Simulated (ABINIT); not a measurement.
## Si: single point with PBE

The system is Si.

```
Si
1.0
    -2.37137    2.37137    1.32927
     2.37137   -2.37137    1.32927
     2.37137    2.37137   -1.32927
Si
2
Direct
  0.50000 0.50000 0.00000
  0.25000 0.75000 0.50000
```

This isn't the form of Si at room conditions, which is diamond.

```yaml
Program: ABINIT 10.8.3 (patched build)
Task: single point
Functional: PBE
Potentials_or_basis: PseudoDojo NC SR PBE v0.5 stringent
Cutoff: 490 eV
k_mesh: 11 × 11 × 11
Occupations: fermi-dirac, width 0.05 eV
Spin: no spin polarisation
```

```json
{"Pressure": "3.2 GPa", "Band gap on the k mesh": "none (metal or under the smearing width)", "Valence electrons inside the program's atomic spheres": "Si 1.73, 1.74 (radii [1.0584] Å)"}
```

Stress tensor (GPa, compression positive):
```
3.76 0.00 0.00
0.00 3.76 0.00
0.00 0.00 1.98
```

Levels at points of the mesh, in eV from the Fermi level:
```csv
k point,band 2,band 3,band 4,band 5,band 6,band 7
"(0.00, 0.00, 0.00)",-2.45,-2.45,-1.75,1.55,7.52,9.12
```

It took 15 s on 1 thread of Arm Neoverse V2 (shared host), peak memory 0.07 GiB.
